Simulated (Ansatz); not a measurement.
## PtSe2 (Sudovikovite) under changes of volume

One of the cells (20.265 Å³/atom); the others are scaled copies at fixed shape and fractional positions:

```
Pt Se
1.0
     3.72400    0.00000    0.00000
    -1.86200    3.22508    0.00000
     0.00000    0.00000    5.06200
Pt Se
1 2
Direct
  0.00000 0.00000 0.00000
  0.66667 0.33333 0.75000
  0.33333 0.66667 0.25000
```

| Item | Value |
| --- | --- |
| Program | Ansatz 0.2.0 |
| Functional | PBEsol |
| Dispersion | D4 |
| Potentials or basis | Ansatz PAW |
| Cutoff | 420 eV (not typed: the program's choice for these potentials) |
| k mesh | 8 × 8 × 5 |
| Occupations | fermi-dirac, width 0.05 eV |
| Spin | no spin polarisation |

```csv
volume (Å³/atom),energy over the lowest point (meV/atom),pressure (GPa),largest force (eV/Å)
19.049,33.77,9.5,1.215
19.455,14.31,5.9,0.900
19.860,3.37,2.8,0.611
20.265,0.00,-0.1,0.346
20.671,?,?,?
21.076,12.71,-4.8,0.121
21.481,27.38,-6.8,0.325
```

Problem. What does the run at 20.671 Å³/atom give?

Solution. Energy over the lowest point 3.36 meV/atom; pressure -2.6 GPa; largest force 0.103 eV/Å.

Worked out: A Birch-Murnaghan fit of order 3 (a polynomial in V^(-2/3)) to the other rows has its minimum at 20.26 Å³/atom with B0 = V·E''(V) = 133 GPa and B' = 4.8 at fixed shape and positions, which overstates the stiffness. It gives 3.36 meV/atom at 20.671 Å³/atom, against the run's 3.36, and -dE/dV = -2.6 GPa, against -2.6.

Energies are extrapolated to zero smearing.

Caveats: pairwise dispersion overbinds metals, which lowers pressure and volume; the PAW data sets come from PBE, with cores solved anew for the run's functional, which leaves a small shift of forces and pressure; forces of over 1 eV/Å show positions far from the minimum, so gaps and moduli don't describe the material at rest (some runs).
